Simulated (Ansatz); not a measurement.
## How far is this LiF from the hull?

Theory: Ansatz 0.2.0, DFT PBE, scalar-relativistic, plane waves, PAW. Settings: cutoff 420 eV, Γ-centred meshes spaced at most about 0.3 Å⁻¹ (2π included), Gaussian smearing. No spin polarisation.

The zero of energy is the elements' standard structures at the same level (F₂ as a molecule); no fitted shifts are applied.

These are static total energies at zero pressure.

The competitors are the elements and 1 reference phase of this chemical system (from databases or known types: LiF), relaxed at the same level; other known phases may be missing.

The candidate was reached from: 6-connected net, two elements alternating.

```
Li F
1.0
    -1.32902    1.32902    4.94433
     1.32902   -1.32902    4.94433
     1.32902    1.32902   -4.94433
Li F
2 2
Direct
  0.04024 0.04024 0.00000
  0.79024 0.29024 0.50000
  0.45976 0.45976 0.00000
  0.20976 0.70976 0.50000
```

Question: Is it stable, and against what?

Answer: Not the lowest form: another structure of the same formula lies lower. Its formation energy is -2.804 eV/atom. The lowest competing phase at this composition is this:

```
phase       space group             source  share of atoms  ΔE_f (eV/atom)
  LiF  P6_3mc (No. 186)  Materials Project          1.0000          -2.953
```

The candidate lies 149 meV/atom above this phase (148 meV/atom from unrounded values). The candidate matches no cell in the subsets of the Crystallography Open Database and the Materials Project at hand. It is metastable at best. Whether it is a true minimum wasn't tested by phonons. The Crystallography Open Database lists this formula in another space group (No. 225).
